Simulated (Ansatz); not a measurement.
## Cu under changes of volume

One of the cells (11.436 Å³/atom); the others are scaled copies at fixed shape and fractional positions:

```xyz
2
Lattice="2.5341 0.0000 0.0000 -1.2670 2.1946 0.0000 0.0000 0.0000 4.1126" Properties=species:S:1:pos:R:3 pbc="T T T"
Cu    1.2670    0.7315    3.0844
Cu    0.0000    1.4631    1.0281
```

This isn't the form of Cu at room conditions, which is fcc.

- Program: Ansatz 0.2.0
- Functional: PBEsol
- Potentials or basis: all-electron LAPW, scalar-relativistic
- Cutoff: 327 eV (chosen from the basis error)
- Basis error allowed: 0.0005 eV/atom
- k mesh: 12 × 12 × 7
- Occupations: fermi-dirac, width 0.05 eV
- Spin: no spin polarisation

```csv
volume (Å³/atom),energy over the lowest point (meV/atom),pressure (GPa)
10.749,16.91,10.0
10.978,5.73,5.8
11.207,0.31,1.9
11.436,0.00,-1.4
11.664,4.24,-4.4
11.893,?,?
12.122,24.37,-9.4
```

Q: What does the run at 11.893 Å³/atom give?

A: Energy over the lowest point 12.52 meV/atom; pressure -7.1 GPa.

Worked out: A Birch-Murnaghan fit of order 3 (a polynomial in V^(-2/3)) to the other rows has its minimum at 11.33 Å³/atom with B0 = V·E''(V) = 166 GPa and B' = 4.9 at fixed shape and positions, which overstates the stiffness. It gives 12.51 meV/atom at 11.893 Å³/atom, against the run's 12.52, and -dE/dV = -7.1 GPa, against -7.1.

Energies are extrapolated to zero smearing.
